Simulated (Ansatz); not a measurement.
# Residual resistivity of an alloy: Nb(100) with 4 layers of random Nb-Ir, 2x2, part 2 of 2

How strongly does chemical disorder scatter in Nb(100) with 4 layers of random Nb-Ir, 2x2?

Ansatz 0.2.0; Ansatz plane-wave DFT, PBE, PAW files; ballistic transport by layer matching (Landauer), zero bias; PAW set soft_1.

So far. Step 3 (With 8 alloy layers): Over the solved energies the transmission per spin lies between 3.46 and 3.54, out of 10.9 channels of the lead on average (up to 11.7).

## (4) With 12 alloy layers

In 12 layers a share of 0.25 of the sites is given to Ir at random. A fresh draw is used; the growth of the resistance with length is what counts.

System of this step: Nb(100) with 12 layers of random Nb-Ir, 2x2. The cell holds 88 atoms: 76 Nb and 12 Ir. Cell: a = 6.613 Å, b = 6.613 Å, c = 36.369 Å, α = 90.0°, β = 90.0°, γ = 90.0°. It derives from Nb. Regions: lead, 40 atoms (40 Nb); scattering region, 48 atoms (36 Nb and 12 Ir). The structure is stacked along c, and the current runs across the ab planes.

input.yaml reads:

```yaml
crystal:
  lattice:
    - [6.6126, 0.0, 0.0]
    - [0.0, 6.6126, 0.0]
    - [0.0, 0.0, 36.3693]
  atoms:
    - { symbol: Nb, position: [0.0, 0.0, 0.0227272727] }
    - { symbol: Nb, position: [0.0, 0.5, 0.0227272727] }
    - { symbol: Nb, position: [0.5, 0.0, 0.0227272727] }
    - { symbol: Nb, position: [0.5, 0.5, 0.0227272727] }
    - { symbol: Nb, position: [0.25, 0.25, 0.0681818182] }
    - { symbol: Nb, position: [0.25, 0.75, 0.0681818182] }
    - { symbol: Nb, position: [0.75, 0.25, 0.0681818182] }
    - { symbol: Nb, position: [0.75, 0.75, 0.0681818182] }
    - { symbol: Nb, position: [0.0, 0.0, 0.1136363636] }
    - { symbol: Nb, position: [0.0, 0.5, 0.1136363636] }
    - { symbol: Nb, position: [0.5, 0.0, 0.1136363636] }
    - { symbol: Nb, position: [0.5, 0.5, 0.1136363636] }
    - { symbol: Nb, position: [0.25, 0.25, 0.1590909091] }
    - { symbol: Nb, position: [0.25, 0.75, 0.1590909091] }
    - { symbol: Nb, position: [0.75, 0.25, 0.1590909091] }
    - { symbol: Nb, position: [0.75, 0.75, 0.1590909091] }
    - { symbol: Nb, position: [0.0, 0.0, 0.2045454545] }
    - { symbol: Nb, position: [0.0, 0.5, 0.2045454545] }
    - { symbol: Nb, position: [0.5, 0.0, 0.2045454545] }
    - { symbol: Nb, position: [0.5, 0.5, 0.2045454545] }
    - { symbol: Nb, position: [0.25, 0.25, 0.25] }
    - { symbol: Nb, position: [0.25, 0.75, 0.25] }
    - { symbol: Nb, position: [0.75, 0.25, 0.25] }
    - { symbol: Nb, position: [0.75, 0.75, 0.25] }
    - { symbol: Nb, position: [0.0, 0.0, 0.2954545455] }
    - { symbol: Nb, position: [0.0, 0.5, 0.2954545455] }
    - { symbol: Ir, position: [0.5, 0.0, 0.2954545455] }
    - { symbol: Nb, position: [0.5, 0.5, 0.2954545455] }
    - { symbol: Ir, position: [0.25, 0.25, 0.3409090909] }
    - { symbol: Ir, position: [0.25, 0.75, 0.3409090909] }
    - { symbol: Nb, position: [0.75, 0.25, 0.3409090909] }
    - { symbol: Nb, position: [0.75, 0.75, 0.3409090909] }
    - { symbol: Nb, position: [0.0, 0.0, 0.3863636364] }
    - { symbol: Ir, position: [0.0, 0.5, 0.3863636364] }
    - { symbol: Nb, position: [0.5, 0.0, 0.3863636364] }
    - { symbol: Nb, position: [0.5, 0.5, 0.3863636364] }
    - { symbol: Ir, position: [0.25, 0.25, 0.4318181818] }
    - { symbol: Nb, position: [0.25, 0.75, 0.4318181818] }
    - { symbol: Ir, position: [0.75, 0.25, 0.4318181818] }
    - { symbol: Nb, position: [0.75, 0.75, 0.4318181818] }
    - { symbol: Nb, position: [0.0, 0.0, 0.4772727273] }
    - { symbol: Nb, position: [0.0, 0.5, 0.4772727273] }
    - { symbol: Ir, position: [0.5, 0.0, 0.4772727273] }
    - { symbol: Nb, position: [0.5, 0.5, 0.4772727273] }
    - { symbol: Nb, position: [0.25, 0.25, 0.5227272727] }
    - { symbol: Nb, position: [0.25, 0.75, 0.5227272727] }
    - { symbol: Nb, position: [0.75, 0.25, 0.5227272727] }
    - { symbol: Nb, position: [0.75, 0.75, 0.5227272727] }
    - { symbol: Nb, position: [0.0, 0.0, 0.5681818182] }
    - { symbol: Nb, position: [0.0, 0.5, 0.5681818182] }
    - { symbol: Nb, position: [0.5, 0.0, 0.5681818182] }
    - { symbol: Nb, position: [0.5, 0.5, 0.5681818182] }
    - { symbol: Ir, position: [0.25, 0.25, 0.6136363636] }
    - { symbol: Nb, position: [0.25, 0.75, 0.6136363636] }
    - { symbol: Ir, position: [0.75, 0.25, 0.6136363636] }
    - { symbol: Nb, position: [0.75, 0.75, 0.6136363636] }
    - { symbol: Nb, position: [0.0, 0.0, 0.6590909091] }
    - { symbol: Ir, position: [0.0, 0.5, 0.6590909091] }
    - { symbol: Nb, position: [0.5, 0.0, 0.6590909091] }
    - { symbol: Ir, position: [0.5, 0.5, 0.6590909091] }
    - { symbol: Nb, position: [0.25, 0.25, 0.7045454545] }
    - { symbol: Nb, position: [0.25, 0.75, 0.7045454545] }
    - { symbol: Nb, position: [0.75, 0.25, 0.7045454545] }
    - { symbol: Ir, position: [0.75, 0.75, 0.7045454545] }
    - { symbol: Nb, position: [0.0, 0.0, 0.75] }
    - { symbol: Nb, position: [0.0, 0.5, 0.75] }
    - { symbol: Nb, position: [0.5, 0.0, 0.75] }
    - { symbol: Nb, position: [0.5, 0.5, 0.75] }
    - { symbol: Nb, position: [0.25, 0.25, 0.7954545455] }
    - { symbol: Nb, position: [0.25, 0.75, 0.7954545455] }
    - { symbol: Nb, position: [0.75, 0.25, 0.7954545455] }
    - { symbol: Nb, position: [0.75, 0.75, 0.7954545455] }
    - { symbol: Nb, position: [0.0, 0.0, 0.8409090909] }
    - { symbol: Nb, position: [0.0, 0.5, 0.8409090909] }
    - { symbol: Nb, position: [0.5, 0.0, 0.8409090909] }
    - { symbol: Nb, position: [0.5, 0.5, 0.8409090909] }
    - { symbol: Nb, position: [0.25, 0.25, 0.8863636364] }
    - { symbol: Nb, position: [0.25, 0.75, 0.8863636364] }
    - { symbol: Nb, position: [0.75, 0.25, 0.8863636364] }
    - { symbol: Nb, position: [0.75, 0.75, 0.8863636364] }
    - { symbol: Nb, position: [0.0, 0.0, 0.9318181818] }
    - { symbol: Nb, position: [0.0, 0.5, 0.9318181818] }
    - { symbol: Nb, position: [0.5, 0.0, 0.9318181818] }
    - { symbol: Nb, position: [0.5, 0.5, 0.9318181818] }
    - { symbol: Nb, position: [0.25, 0.25, 0.9772727273] }
    - { symbol: Nb, position: [0.25, 0.75, 0.9772727273] }
    - { symbol: Nb, position: [0.75, 0.25, 0.9772727273] }
    - { symbol: Nb, position: [0.75, 0.75, 0.9772727273] }
kpoints:
  mp_grid: { grid: [4, 4, 1] }
hamiltonian:
  xc: pbe
  pseudopotentials: { kind: paw, azcp: { folder: soft_1 } }
scf:
  occupations: { method: fermi_dirac, width: 0.1 }
output:
  transmission: { leads: [[0, 4]], kmesh: [8, 8], e_range: [-0.05, 0.05], de: 0.05 }
  write_potential: true
  write_density: true
  volumetric_format: npy
```

Launch:

```console
$ ansatz run input.yaml --threads 4 --pin off --max-ram 15360MiB --backend cpu --events-out ev --progress --plain --runs-dir out
```

Numbers of over 12 decimals in the logs are rounded to 6 here.

Log:

```text
[...]
Crystal: 88 atoms, lattice volume = 1590.301 Å³
Basis set: ecut = 420 eV, 31009 PW (Γ)
Bands: 716, of which v1, the nominal top of the filled ones, is band 596 counted from 1 (595 counted from 0)
Symmetry: 1 space group operations
[...]
k-points: 10 of 16 (time reversal used)
[...]
SCF iter   1: F=—  HF=-489363.507023 eV  |F-HF|=—  |Δ(HF+E_count)|=         —  Δρ=1.59e-1  dr2=6.45e3  ethr=3.10e-3  ⟨swp⟩=5.4  Hψ=23521  notcnv=0  defer=10
[...]
SCF iter  12: F=-489228.681581 eV  HF=-489228.681581 eV  |F-HF|=2.68e-9  |Δ(HF+E_count)|=   2.68e-9  Δρ=2.99e-7  dr2=3.61e-9  ethr=6.60e-12  ⟨swp⟩=1.0  Hψ=15690  notcnv=0
SCF 1 converged in 12 iterations: F = -489228.681581 eV  dr2 = 3.61e-9
[...]
transmission: 228 of 2278 steps passed
transmission: 456 of 2278 steps passed
[...]
transmission: 2278 of 2278 steps passed
SCF converged after 12 iterations
Free energy (F): -489228.681581 eV
[...]
Internal energy: -489225.340598 eV  (E = F + TS)
E sigma→0 (E₀):  -489227.011089 eV
Entropy (-TS):   -3.340983 eV (-37.966 meV/atom)
Fermi energy:    18.031855 eV
[...]
--- Band table (eV; the first three rows and the last of 10) ---
  k-point 0: bands = [... 592 lower, 18.3795, 18.3875, 18.4008, 18.4114, 18.4244, 18.4430, 18.4511, 18.4681, ... 116 higher]
  k-point 1: bands = [... 592 lower, 18.1883, 18.2082, 18.2147, 18.2314, 18.2554, 18.2778, 18.2824, 18.3049, ... 116 higher]
  k-point 2: bands = [... 592 lower, 17.9621, 17.9721, 17.9732, 17.9765, 17.9930, 18.0049, 18.0264, 18.0340, ... 116 higher]
  k-point 9: bands = [... 592 lower, 17.4453, 17.4776, 17.5192, 17.5355, 17.5424, 17.5559, 17.5581, 17.5630, ... 116 higher]
--- Transmission ---
  basis      : 385 plane waves across, 67 finite elements along
  points     : 34, standing for a mesh of 8 x 8
[...]
channels       : 1.085938e1 a spin
[...]
junction   : crystal 0 to crystal 0, 0.70 to 35.41 Å
    transmission   : 2.767682e0 a spin
[...]
```

It took 45 min on 4 threads of Arm Neoverse V1, shared host; peak memory 9.1 GiB.

Numbers from this step:

| Quantity | Value |
| --- | --- |
| free energy | -489228.6816 eV |
| energy at zero smearing | -489227.0111 eV |
| Fermi energy | 18.03 eV |
| transmission per spin nearest the Fermi level | 2.768 |
| step of the lead's potential | 1.7 meV |

Per spin. Transmission, zone mean against energy, zero at the Fermi level:

```csv
energy (eV),"transmission, zone mean"
-0.0500,2.83
0.0000,2.77
0.0500,2.75
```

Over the solved energies the transmission per spin lies between 2.75 and 2.83, out of 10.9 channels of the lead on average (up to 11.7).

## (5) The fit

This step: Ansatz plane-wave DFT, PBE, PAW files; ballistic transport by layer matching (Landauer), zero bias; residual resistivity from the slope of the area resistance, atoms on the host's lattice; PAW set soft_1 (Ansatz 0.2.0).

Numbers from this step:

- resistivity: 59.37 µΩ cm
- intercept: 0.3259 fΩ m²
- scatter about the fit: 0.009544 fΩ m²

Resistance, by row:

| run | length (Å) | T | channels N | RA (fΩ m²) |
| --- | --- | --- | --- | --- |
| n4 | 6.613 | 4.555 | 10.98 | 0.7252 |
| n8 | 13.23 | 3.494 | 10.9 | 1.098 |
| n12 | 19.84 | 2.783 | 10.9 | 1.51 |

Area resistance against length of the alloy:

```
length of the alloy (Å)  area resistance (fΩ m²)
                   6.61                    0.725
                  13.23                     1.10
                  19.84                     1.51
```

The area resistance goes from 0.73 to 1.5 fΩ m² between 6.6 and 19.8 Å, a slope of 59 µΩ cm.

By hand from the end points: (1.510 − 0.7252) fΩ m² / (19.84 − 6.61) Å = 59 µΩ cm, since 1 fΩ m² per Å is 1000 µΩ cm.

## (6) Outcome

- resistivity from the slope: 59.4 µΩ cm
- area resistance over 6.61 Å: 0.725 fΩ m²
- area resistance over 13.2 Å: 1.10 fΩ m²
- area resistance over 19.8 Å: 1.51 fΩ m²

In words: The slope gives 59 µΩ cm. The points scatter by 0.0095 fΩ m² about the line, with one random draw a length in a 2x2 cell, so the slope is a rough value. Read with a model of isotropic scattering on a spherical Fermi surface and the lead's 1.9×10¹⁵ S/m², this slope means a mean free path near 6.5 Å; over these lengths the model's slope is within 3 % of its bulk resistivity. The atoms sit on the host's lattice, so scattering by size misfit is left out. Spin-orbit coupling is left out, which matters for Ir.

[Logs are printed without paths, hosts, clocks, repeated set-up lines and the standing remarks that a program may print on its own settings, such as how far it seeks lower states.]

[Hosts, paths, dates, database ids (printed as entryN), source tags and the programs' standing remarks are cut or masked in the printed files.]
